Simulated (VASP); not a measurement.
The system is Ni.

```
Ni
1.0
    -1.37774    1.37774    1.37774
     1.37774   -1.37774    1.37774
     1.37774    1.37774   -1.37774
Ni
1
Direct
  0.00000 0.00000 0.00000
```

This isn't the form of Ni at room conditions, which is fcc.

Base run:

```yaml
Program: VASP 6.6.1
Functional: PBEsol
Potentials_or_basis: VASP PAW PBE potentials, release 64 (Ni)
Cutoff: 900 eV
k_mesh: 20 × 20 × 20
Occupations: gaussian, width 0.1 eV
Spin: collinear spin, ferromagnetic start
Starting_moments: "[1.0] μB"
```

Its results: band gap on the k mesh none (metal or under the smearing width); pressure 0.1 GPa; net moment 0.54 μB per cell; site moments Ni +0.54 μB.

Task: After a change of settings the same cell gave: band gap on the k mesh none (metal or under the smearing width); pressure 0.8 GPa; net moment 0.18 μB per cell; site moments Ni +0.18 μB. Which change was it?
A. cutoff from 900 eV to 520 eV; k mesh from 20 × 20 × 20 to 32 × 32 × 32
B. cutoff from 900 eV to 520 eV; occupations from gaussian, width 0.1 eV to gaussian, width 0.5 eV
C. functional from PBEsol to r2SCAN; cutoff from 900 eV to 520 eV
D. cutoff from 900 eV to 700 eV

Result: B.

Caveats: the PAW data sets were made with another functional, which shifts forces and pressure a little.
